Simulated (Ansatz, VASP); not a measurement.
## Cross-check of AlN (AlN (P6_3mc)) between VASP and Ansatz

One calculation is typed for both programs; each brings its own data sets. How far apart do they land? Of the first pair: The cell is taken from a series of runs on this material, whose earlier steps may have relaxed, scaled, displaced or heated it; both programs get it as it stands.

Program: Ansatz 0.2.0. Level of theory: plane waves, with VASP 6.6.1 beside it; single point at r2SCAN. Results are calculated unless marked as measured.

## (1) The starting structure

It takes space group P6_3mc (No. 186, hexagonal). Conventional cell: a = 3.153 Å, b = 3.153 Å, c = 5.053 Å, α = 90.00°, β = 90.00°, γ = 120.00°. Nearest to Al lie 4 N at 1.92 to 1.93 Å. Nearest to N lie 4 Al at 1.92 to 1.93 Å. Farther neighbours and most contacts between anions are not listed.

## (2) VASP: single point, r2SCAN, pair 1

A single point gives forces, pressure and levels at one fixed geometry, so differences don't come from the geometry; what else differs is listed under the comparison.

Lines of VASP's logs that name or quote its potential files are left out, and so is its time.

INCAR reads:

```
SYSTEM = AlN
PREC = Accurate
ENCUT = 580
EDIFF = 1E-06
NELM = 120
ISMEAR = -1
SIGMA = 0.01
LREAL = .FALSE.
ALGO = Normal
METAGGA = R2SCAN
LASPH = .TRUE.
NBANDS = 14
LORBIT = 11
LWAVE = .FALSE.
LCHARG = .FALSE.
ISIF = 2
GGA_COMPAT = .FALSE.
EFERMI = MIDGAP
LMIXTAU = .TRUE.
KPAR = 8
```

POSCAR reads:

```
AlN
1.0
    3.1531196730      0.0000000291      0.0000000000
   -1.5765598617      2.7306817234      0.0000000000
    0.0000000000      0.0000000000      5.0529124424
Al N
2 2
Direct
    0.6666666666      0.3333333332      0.4992033348
    0.3333333332      0.6666666666      0.9992033348
    0.6666666666      0.3333333332      0.8807966652
    0.3333333332      0.6666666666      0.3807966652
```

KPOINTS reads:

```
Automatic mesh
0
Gamma
10 10 6
0 0 0
```

The projector-augmented-wave data sets are Al and N (PBE family, release 64).

On the command line:

```
$ mpirun -np 8 vasp_std
```

Numbers of over 12 decimals in the logs are rounded to 6 here.

The log of the run:

```text
[banner, memory and clock lines left out]
running    8 mpi-ranks, on    1 nodes
 distrk:  each k-point on    1 cores,    8 groups
 distr:  one band on    1 cores,    1 groups

 POSCAR found type information on POSCAR AlN
 POSCAR found :  2 types and       4 ions
|                                                                             |
|           W    W    AA    RRRRR   N    N  II  N    N   GGGG   !!!           |
|           W    W   A  A   R    R  NN   N  II  NN   N  G    G  !!!           |
|           W    W  A    A  R    R  N N  N  II  N N  N  G       !!!           |
|           W WW W  AAAAAA  RRRRR   N  N N  II  N  N N  G  GGG   !            |
|           WW  WW  A    A  R   R   N   NN  II  N   NN  G    G                |
|           W    W  A    A  R    R  N    N  II  N    N   GGGG   !!!           |
|                                                                             |
|     For optimal performance we recommend to set                             |
|       NCORE = 2 up to number-of-cores-per-socket                            |
|     NCORE specifies how many cores store one orbital (NPAR=cpu/NCORE).      |
|     This setting can greatly improve the performance of VASP for DFT.       |
|     The default, NCORE=1 might be grossly inefficient on modern             |
|     multi-core architectures or massively parallel machines. Do your        |
|     Unfortunately you need to use the default for GW and RPA                |
|     calculations (for HF NCORE is supported but not extensively tested      |
|     yet).                                                                   |
|                                                                             |

|                                                                             |
|               ----> ADVICE to this user running VASP <----                  |
|                                                                             |
|     You enforced a specific xc type in the INCAR file but a different       |
|     [... a line on the potential file left out ...]
|     I HOPE YOU KNOW WHAT YOU ARE DOING!                                     |
|                                                                             |

 LDA part: xc-table for (None), standard interpolation
 POSCAR, INCAR and KPOINTS ok, starting setup
 FFT: planning ... GRIDC
 FFT: planning ... GRID_SOFT
 FFT: planning ... GRID
 WAVECAR not read
 entering main loop
       N       E                     dE             d eps       ncg     rms          rms(c)
DAV:   1     0.407752751563E+02    0.40775E+02   -0.82345E+03  1576   0.115E+03
DAV:   2    -0.424980453636E+02   -0.83273E+02   -0.75393E+02  2188   0.223E+02
DAV:   3    -0.469436431015E+02   -0.44456E+01   -0.44256E+01  2138   0.550E+01
DAV:   4    -0.469785387232E+02   -0.34896E-01   -0.34889E-01  1730   0.543E+00
DAV:   5    -0.469790236235E+02   -0.48490E-03   -0.48489E-03  2132   0.641E-01    0.122E+01
DAV:   6    -0.390008406620E+02    0.79782E+01   -0.11598E+01  1952   0.253E+01    0.542E+00
DAV:   7    -0.378427404401E+02    0.11581E+01   -0.86752E-01  1664   0.834E+00    0.308E+00
DAV:   8    -0.401208824529E+02   -0.22781E+01   -0.10995E+00  1940   0.973E+00    0.221E+00
DAV:   9    -0.382023047361E+02    0.19186E+01   -0.77497E-01  1586   0.919E+00    0.506E-01
DAV:  10    -0.382162269130E+02   -0.13922E-01   -0.84912E-02  1730   0.311E+00    0.499E-01
DAV:  11    -0.382916788960E+02   -0.75452E-01   -0.14473E-02  1712   0.120E+00    0.422E-01
DAV:  12    -0.383824128548E+02   -0.90734E-01   -0.19712E-02  1586   0.150E+00    0.285E-01
DAV:  13    -0.383980638755E+02   -0.15651E-01   -0.14375E-02  1706   0.113E+00    0.755E-02
DAV:  14    -0.383992852548E+02   -0.12214E-02   -0.11979E-03  1730   0.441E-01    0.843E-02
DAV:  15    -0.384003298411E+02   -0.10446E-02   -0.69593E-04  1724   0.352E-01    0.660E-02
DAV:  16    -0.384004760266E+02   -0.14619E-03   -0.75468E-05  1868   0.118E-01    0.355E-02
DAV:  17    -0.384005357756E+02   -0.59749E-04   -0.41273E-05  1778   0.584E-02    0.161E-02
DAV:  18    -0.384005490220E+02   -0.13246E-04   -0.40544E-06  1820   0.266E-02    0.641E-03
DAV:  19    -0.384005465939E+02    0.24281E-05   -0.18548E-06  1402   0.178E-02    0.591E-03
DAV:  20    -0.384005506793E+02   -0.40854E-05   -0.11072E-06  1216   0.139E-02    0.218E-03
DAV:  21    -0.384005503876E+02    0.29165E-06   -0.13621E-07   946   0.318E-03
   1 F= -.38400550E+02 E0= -.38400550E+02  d E =0.000000E+00
```

Parts of OUTCAR (step 2):

```text
ion  position               nearest neighbor table
   1  0.667  0.333  0.499-   4 1.92   4 1.92   4 1.92   3 1.93   2 3.11   2 3.11   2 3.11   2 3.11
                             2 3.11   2 3.11
   2  0.333  0.667  0.999-   3 1.92   3 1.92   3 1.92   4 1.93   1 3.11   1 3.11   1 3.11   1 3.11
                             1 3.11   1 3.11
   3  0.667  0.333  0.881-   2 1.92   2 1.92   2 1.92   1 1.93
   4  0.333  0.667  0.381-   1 1.92   1 1.92   1 1.92   2 1.93

  LATTYP: Found a hexagonal cell.
 ALAT       =     3.1531196730
 C/A-ratio  =     1.6025121043

 Subroutine GETGRP returns: Found 12 space group operations
 (whereof  6 operations were pure point group operations)

The static configuration has the point symmetry C_3v.
 The point group associated with its full space group is C_6v.

 Found     56 irreducible k-points:

   k-points           NKPTS =     56   k-points in BZ     NKDIM =     56   number of bands    NBANDS=     14

   dimension x,y,z NGX =    28 NGY =   28 NGZ =   40
   dimension x,y,z NGXF=    56 NGYF=   56 NGZF=   80

   ENCUT  =  580.0 eV  42.63 Ry    6.53 a.u.   6.19  6.19  9.92*2*pi/ulx,y,z

   NELECT =      16.0000    total number of electrons

 k-points in reciprocal lattice and weights: Automatic mesh
   0.00000000  0.00000000  0.00000000       0.002
   0.10000000 -0.00000000  0.00000000       0.010
   0.20000000 -0.00000000  0.00000000       0.010
   0.30000000  0.00000000  0.00000000       0.010
   0.40000000 -0.00000000  0.00000000       0.010
   0.50000000  0.00000000  0.00000000       0.005
   0.10000000  0.10000000  0.00000000       0.010
   0.20000000  0.10000000  0.00000000       0.020
   0.30000000  0.10000000  0.00000000       0.020
[...]
0.40000000  0.20000000  0.50000000       0.010
   0.30000000  0.30000000  0.50000000       0.010

 average (electrostatic) potential at core
       1 -75.1367       2 -75.1367       3 -63.2208       4 -63.2208

 E-fermi :   7.7576

 k-point     1 :       0.0000    0.0000    0.0000
  band No.  band energies     occupation
    ...
      4       4.6384      2.00000
      5       4.6384      2.00000
      6       5.2886      2.00000
      7       5.2886      2.00000
      8       5.5016      2.00000
      9      10.0137      0.00000
     10      12.6373      0.00000
     11      16.7353      0.00000
     12      17.2122      0.00000
     13      17.2122      0.00000
    ...

 k-point     2 :       0.1000   -0.0000    0.0000
  band No.  band energies     occupation
    ...
      4       4.0755      2.00000
      5       4.4786      2.00000
      6       4.7280      2.00000
      7       5.2660      2.00000
      8       5.4452      2.00000
      9      10.5959      0.00000
     10      13.1522      0.00000
     11      16.1862      0.00000
     12      16.4354      0.00000
     13      17.5829      0.00000
    ...

 k-point     3 :       0.2000   -0.0000    0.0000
  band No.  band energies     occupation
    ...
      4       2.7967      2.00000
      5       3.6265      2.00000
      6       4.1289      2.00000
      7       5.1615      2.00000
      8       5.2439      2.00000
      9      11.6755      0.00000
     10      13.8413      0.00000
     11      14.7813      0.00000
     12      15.8108      0.00000
     13      18.0988      0.00000
    ...

  Total       -2.4831235     -2.4831235     -2.3123451     -0.0000000     -0.0000000      0.0000000
  in kB      -91.4440773    -91.4440773    -85.1549558     -0.0000000     -0.0000000      0.0000000
  external PRESSURE =     -89.3477035 kB  Pullay stress =       0.0000000 kB

  energy-cutoff  :      580.00
  volume of cell :       43.51
      direct lattice vectors                 reciprocal lattice vectors
     3.153119673  0.000000029  0.000000000     0.317146223  0.183104461  0.000000000
    -1.576559862  2.730681723  0.000000000    -0.000000003  0.366208916  0.000000000
     0.000000000  0.000000000  5.052912442     0.000000000  0.000000000  0.197905666

 POSITION                                       TOTAL-FORCE (eV/Angst)
 -----------------------------------------------------------------------------------
      1.57656      0.91023      2.52243         0.000000     -0.000000      0.014497
     -0.00000      1.82045      5.04889         0.000000     -0.000000      0.014497
      1.57656      0.91023      4.45059         0.000000      0.000000     -0.014497
     -0.00000      1.82045      1.92413        -0.000000      0.000000     -0.014497
 -----------------------------------------------------------------------------------
    total drift:                                0.000000      0.000000     -0.025028

  FREE ENERGIE OF THE ION-ELECTRON SYSTEM (eV)
  ---------------------------------------------------
  free  energy   TOTEN  =       -38.4005503876 eV

  energy  without entropy=      -38.4005503876  energy(sigma->0) =      -38.40055039

 total charge
# of ion       s       p       d       tot
------------------------------------------
    1        0.359   0.426   0.000   0.785
    2        0.359   0.426   0.000   0.785
    3        1.225   2.639   0.000   3.864
    4        1.225   2.639   0.000   3.864
--------------------------------------------------
tot          3.168   6.129   0.000   9.298

[... 3 further parts left out ...]
```

The run ends at a pressure of -8.93 GPa, with forces up to 0.014 eV/Å.

## (3) Ansatz: single point, r2SCAN, pair 1

Ansatz runs on its PAW soft_1 files.

The same cell, functional, mesh and smearing now go to Ansatz.

input.yaml reads:

```yaml
crystal:
  lattice:
    - [3.153119673, 2.91e-08, 0.0]
    - [-1.5765598617, 2.7306817234, 0.0]
    - [0.0, 0.0, 5.0529124424]
  atoms:
    - { symbol: Al, position: [0.6666666667, 0.3333333333, 0.4992033348] }
    - { symbol: Al, position: [0.3333333333, 0.6666666667, 0.9992033348] }
    - { symbol: "N", position: [0.6666666667, 0.3333333333, 0.8807966652] }
    - { symbol: "N", position: [0.3333333333, 0.6666666667, 0.3807966652] }
basis:
  ecutwfc: 500
  xc_grid: 2
hamiltonian:
  xc: r2scan
  pseudopotentials: { kind: paw, azcp: { folder: soft_1 } }
kpoints:
  mp_grid: { grid: [10, 10, 6] }
scf:
  occupations: { method: fermi_dirac, width: 0.01 }
  max_iter: 80
```

On the command line:

```
$ ansatz run input.yaml --threads 4 --pin off --max-ram 7536MiB --backend cpu --events-out ev --progress --plain --runs-dir out
```

The log of the run:

```text
Engine: ansatz 0.2.0, aarch64-unknown-linux-gnu
Pseudopotentials: kind: paw
Pseudopotential: Al, paw, valence charge 3, recommended cutoff 500 eV (meta_gga), soft_1/Al.paw.azcp
Pseudopotential: N, paw, valence charge 5, recommended cutoff 500 eV (meta_gga), soft_1/N.paw.azcp
Functional definition: r2SCAN
  parameter k0 = 0.174
  parameter k1 = 0.065
  parameter a1 = 4.9479
  exchange = r2scan_x(k0 = k0, k1 = k1, a1 = a1)
  correlation = r2scan_c
Crystal: 4 atoms, lattice volume = 43.506 Å³
Basis set: ecut = 500 eV, 1099 PW (Γ), exchange–correlation on 48×48×80 points (8 copies of the dense FFT grid, shifted against one another)
Bands: 12, of which v1, the nominal top of the filled ones, is band 8 counted from 1 (7 counted from 0)
Symmetry: 12 space group operations
Space group: P63mc (ITA 186), of the structure as read, at distance tolerance 3.5e-5 Å
k-points: 56 of 600 (time reversal used)
Non-local potential: Al, projectors of the file, l = 0: 2, l = 1: 2, l = 2: 1
Non-local potential: N, projectors of the file, l = 0: 2, l = 1: 2, l = 2: 1
PAW form: soft (Blöchl's): semilocal exchange-correlation on the pseudo side does not see the compensation charge
PAW frozen core: Al, regenerated for the run's functional (the file was generated under x = pbe(κ = 0.804, μ = 0.219515), c = pbe(β = 0.066725))
PAW frozen core: N, regenerated for the run's functional (the file was generated under x = pbe(κ = 0.804, μ = 0.219515), c = pbe(β = 0.066725))
PAW one-centre angular grid: Al, 302 points (default); XC on 160 Gauss nodes
PAW one-centre angular grid: N, 302 points (default); XC on 160 Gauss nodes
Initial density: superposition of atomic densities (chi_scale 0.1, normalization cell, long waves kept (reshape's long-wave potential 0.00 eV rms))
Initial wavefunctions: pseudopotential atomic-orbital guess
Functional: x = r2scan, c = r2scan; τ floored in thin density (d = 2e-4 eV/Å³)
SCF iter   1: F=—  HF=-1858.848786 eV  |F-HF|=—  |Δ(HF+E_count)|=         —  Δρ=1.28e-1  dr2=8.97e0  dr2_τ=1.01e0  ethr=3.10e-3  ⟨swp⟩=6.1  Hψ=4309  notcnv=0
preconditioner: auto → none  [insulator: Δε(μ)=5.269 eV  Ē_g=14.816 eV  σ=0.010 eV  W_gap=1.00  n_scr=8 (ndim 8)  ℏωp=22.5 eV  f_vac=0.000  D(μ)=0.00/eV (n_scr^D=0)  ε∞_Penn≈3.3]
SCF iter   2: F=—  HF=-1856.988465 eV  |F-HF|=—  |Δ(HF+E_count)|=    1.86e0  Δρ=6.50e-2  dr2=9.44e-1  dr2_τ=4.07e-1  ethr=3.10e-3  ⟨swp⟩=3.4  Hψ=2205  notcnv=0
SCF iter   3: F=—  HF=-1856.910423 eV  |F-HF|=—  |Δ(HF+E_count)|=   7.80e-2  Δρ=2.34e-2  dr2=1.31e-1  dr2_τ=7.12e-3  ethr=3.10e-3  ⟨swp⟩=2.5  Hψ=1589  notcnv=0
SCF iter   4: F=—  HF=-1856.919689 eV  |F-HF|=—  |Δ(HF+E_count)|=   9.27e-3  Δρ=1.44e-3  dr2=8.66e-4  dr2_τ=4.10e-5  ethr=8.18e-4  ⟨swp⟩=2.8  Hψ=1305  notcnv=0
SCF iter   5: F=—  HF=-1856.919593 eV  |F-HF|=—  |Δ(HF+E_count)|=   9.61e-5  Δρ=3.59e-4  dr2=5.65e-5  dr2_τ=1.72e-6  ethr=5.41e-6  ⟨swp⟩=2.5  Hψ=1260  notcnv=0
SCF iter   6: F=—  HF=-1856.919581 eV  |F-HF|=—  |Δ(HF+E_count)|=   1.16e-5  Δρ=1.54e-5  dr2=6.38e-8  dr2_τ=8.63e-9  ethr=6.25e-10  ⟨swp⟩=1.9  Hψ=2182  notcnv=0
SCF iter   7: F=-1856.919581 eV  HF=-1856.919581 eV  |F-HF|=2.63e-9  |Δ(HF+E_count)|=   5.72e-8  Δρ=2.50e-6  dr2=1.47e-9  dr2_τ=1.60e-10  ethr=3.99e-10  ⟨swp⟩=1.0  Hψ=1954  notcnv=0
SCF 1 converged in 7 iterations: F = -1856.919581 eV  dr2 = 1.47e-9
  greatest PAW one-centre occupation: 0.794 electrons in one spin orbital (limit 2), on the N atom at site 3 (counted from 0), in its partial waves of l = 0
SCF converged after 7 iterations
Free energy (F): -1856.919581 eV
Harris-Foulkes:  -1856.919581 eV  (|F-HF|=2.63e-9)
Internal energy: -1856.919581 eV  (E = F + TS)
E sigma→0 (E₀):  -1856.919581 eV
Fermi energy:    8.694697 eV
--- Per-component energies (eV) ---
  E_band       = 17.111734
  E_kinetic    = 311.856717
  E_local      = -429.800905  (includes V_loc(G=0)·N_el)
  E_nonlocal   = 86.380367
  E_hartree    = 159.462356
  E_xc         = -191.459820
  E_vxc        = -234.300324  (∫ρ·V_xc dr)
  E_paw        = -1209.330470  (= ΣΔE_a)
  E_vpaw       = -48.508022  (= ΣTr[D̂ρ^β])
  E_aug_tail   = 0.000006  (compensation charges beyond the density's cutoff)
  E_vtau       = 12.559715  (kinetic-family band-sum trace: ∫τ·v_τ [+ j·A + Jᵃ·Aᵃ] dr)
  E_ewald      = -583.848487
  E_core_change = -0.179346  (= ΣΔE_core)
  E_smearing   = -0.000000  (= −TS)
  E_closure    = 0.000000  (closes the sum)
  Σ components = -1856.919581   (vs F -1856.919581, Δ=0.00e0)
```

## (4) Comparison

Known differences besides the potentials themselves: VASP keeps PBE cores, Ansatz makes them for the functional; the cutoff is 500 eV in Ansatz and 580 eV in VASP. Total energies have different zeros and are not compared.

Both answers:

```tsv
quantity	Ansatz	VASP	difference
gap on the k mesh (eV)	4.467	4.512	-0.045
```

A gap on the mesh is an upper bound, since the band edges may lie between its points.

(Part 1 of 3 ends here.)

[Lines on the potential files, build, host, timing and source positions are cut from VASP's logs without a mark.]

[Logs are printed without paths, hosts, clocks, repeated set-up lines and the standing remarks that a program may print on its own settings, such as how far it seeks lower states.]

[Hosts, paths, dates, database ids (printed as entryN), source tags and the programs' standing remarks are cut or masked in the printed files.]
